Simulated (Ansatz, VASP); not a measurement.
## One calculation of Hf, two programs

INCAR

```
PREC = Accurate
ENCUT = 520
EDIFF = 1E-6
ISMEAR = 0
SIGMA = 0.15
LREAL = F
LASPH = T
NELM = 60
ALGO = Fast
ISIF = 2
LWAVE = F
LCHARG = T
GGA = PS
LELF = T
LVHAR = T
NBANDS = 11
```

File KPOINTS:

```
regular mesh
0
Gamma
  20 20 20
```

Contents of POSCAR:

```
Hf
1.0
   -1.6081531401      1.6081531401      2.2739285402
    1.6081531401     -1.6081531401      2.2739285402
    1.6081531401      1.6081531401     -2.2739285402
Hf
1
Direct
    0.0000000000      0.0000000000      0.0000000000
```

Input for Ansatz:

```yaml
crystal:
  lattice:
    - [-1.6081531401, 1.6081531401, 2.2739285402]
    - [1.6081531401, -1.6081531401, 2.2739285402]
    - [1.6081531401, 1.6081531401, -2.2739285402]
  atoms:
    - { symbol: Hf, position: [0.0, 0.0, 0.0] }
basis:
  ecutwfc: 420
kpoints:
  mp_grid: { grid: [20, 20, 20] }
hamiltonian:
  xc: pbesol
scf:
  occupations: { method: gaussian, width: 0.15 }
output:
  forces: true
  stress: true
  eigenvalues: true
```

Alike in both runs: task single point; functional PBEsol; k mesh 20 × 20 × 20; occupations gaussian, width 0.15 eV; no spin polarisation.

|  | VASP | Ansatz |
| --- | --- | --- |
| version | VASP 6.6.1 | Ansatz 0.2.0 |
| potentials or method | VASP PAW PBE potentials, release 64 (Hf_pv) | scalar-relativistic, plane waves, PAW |
| plane-wave cutoff (eV) | 520 | 420 |
| valence electrons in the cell | 10 | 26 |

|  | VASP | Ansatz | Ansatz less VASP |
| --- | --- | --- | --- |
| gap on the k mesh at the Fermi level (eV) | none | none | - |
| pressure (GPa) | -8.4 | -8.1 | +0.34 |

A gap of «none» marks a metal or a gap that the smearing closes. The two sets of potentials don't hold the same shells in valence.

Caveats: the PAW data sets were made with another functional, which shifts forces and pressure a little (VASP). Spin-orbit coupling is left out, which matters for the levels of Hf.
